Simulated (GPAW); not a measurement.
Set up this calculation in GPAW 26.7.0, as an ASE script.

| Property | Result |
| --- | --- |
| Task | single point |
| Functional | TB-mBJ |
| Potentials or basis | GPAW PAW data sets for LDA (gpaw-data 1.2.1) |
| Cutoff | 600 eV |
| Basis | pw |
| k mesh | 8 × 8 × 8 |
| Occupations | fermi-dirac, width 0.05 eV |
| Spin | no spin polarisation |
| Ranks | 4 |
| Maxiter | 150 |

The system is MoS2.

```
Mo S
1.0
     1.58000    0.91221    6.15000
    -1.58000    0.91221    6.15000
     0.00000   -1.82443    6.15000
Mo S
1 2
Direct
  0.00000 0.00000 0.00000
  0.41700 0.41700 0.41700
  0.25000 0.25000 0.25000
```

Measurements of this composition are mostly on another form, of space group No. 194.

These files were run (other wordings do the same):

run.py

```python
from ase import Atoms
from ase.dft.bandgap import bandgap
from ase.io import write
from ase.parallel import parprint
from gpaw import GPAW, PW

atoms = Atoms(['Mo', 'S', 'S'],
              cell=[[1.58, 0.9122134253, 6.15],
                    [-1.58, 0.9122134253, 6.15],
                    [0.0, -1.8244268506, 6.15]],
              scaled_positions=[[0.0, 0.0, 0.0],
                                [0.417, 0.417, 0.417],
                                [0.25, 0.25, 0.25]],
              pbc=True)

calc = GPAW(mode=PW(600),
            xc='TB09',
            kpts={'size': (8, 8, 8), 'gamma': True},
            occupations={'name': 'fermi-dirac', 'width': 0.05},
            nbands=25,
            convergence={'density': 1e-05, 'energy': 1e-05},
            eigensolver='cg',
            maxiter=150,
            txt='gpaw.txt')
atoms.calc = calc
energy = atoms.get_potential_energy()
calc.write('gs.gpw')
write('result.traj', atoms)
parprint('Fermi level:', round(calc.get_fermi_level(), 4), 'eV')
parprint(f'Gap: {bandgap(calc)[0]:.4f} eV, direct: {bandgap(calc, direct=True)[0]:.4f} eV')
```

Potentials or basis: GPAW PAW data sets for LDA (gpaw-data 1.2.1), pw.

The run is started by

```console
$ OMP_NUM_THREADS=1 mpirun -n 4 gpaw python run.py
```

It gave:

The band gap on the k mesh is 1.22 eV, indirect (least direct gap 2.02 eV).

Caveat: a model potential gives levels but no total energy.

Run time: 2.4 min on 4 MPI ranks on Intel(R) Xeon(R) 6975P-C (Granite Rapids), on a shared host, peak memory 0.39 GiB a rank.
